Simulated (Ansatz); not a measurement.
Te2Mo (2H monolayer), computed twice by G0W0.

The cell holds 3 atoms: 1 Mo and 2 Te. Its edges and angles: a = 3.555 Å, b = 3.555 Å, c = 30.400 Å, α = 90.0°, β = 90.0°, γ = 120.0°. Vacuum lies along c.

```xyz
3
Lattice="3.5550 0.0000 0.0000 -1.7775 3.0787 0.0000 0.0000 0.0000 30.4000" Properties=species:S:1:pos:R:3
Mo    0.0000    2.0525   15.2000
Te    1.7775    1.0262   17.0078
Te    1.7775    1.0262   13.3922
```

The structure was relaxed with PBE. The runs that relaxed it are not among those shown. Spin-orbit coupling is left out unless a run names it. PAW set soft_2, made with PBE.

The first (Ansatz 0.2.0; start PBE, 6×6×1 mesh, 405 empty bands, screening to 66 eV; 1 × NVIDIA H100 80GB HBM3 (shared by 6 runs) with 3 threads of AMD EPYC 7R13 (Zen 3), shared host) gave, on its mesh: starting gap 1.08 eV, G0W0 gap 1.59 eV, mean of 1 + 4πα/V (set by the cell height) 4.01, 29 s.

Question: The second changes mesh from 6×6×1 to 3×3×1. What does it give?

It gave: starting gap 1.03 eV, G0W0 gap 1.41 eV, mean of 1 + 4πα/V (set by the cell height) 4.60, 13 s. The G0W0 gap moves by −0.18 eV, −0.05 eV from the start and −0.13 eV from the correction. Σc changes by +0.50 eV at the valence top and −0.70 eV at the conduction bottom, and Σx − Vxc between them by +1.07 eV.

Limits: not at the basis limit; coarse mesh for a sheet; no spin-orbit coupling.

[Paths, hosts, dates, memory and timing lines, banners, echoed tables and standing remarks are left out of the program output.]

[Logs are printed without paths, hosts, clocks, repeated set-up lines and the standing remarks that a program may print on its own settings, such as how far it seeks lower states.]

[Runs of the session that timed out or met a known fault of the program may be left out.]

[Cells called generated may have been cut or substituted from an entry of the Crystallography Open Database or the Materials Project.]

[Hosts, paths, dates, database ids (printed as entryN), source tags and the programs' standing remarks are cut or masked in the printed files.]
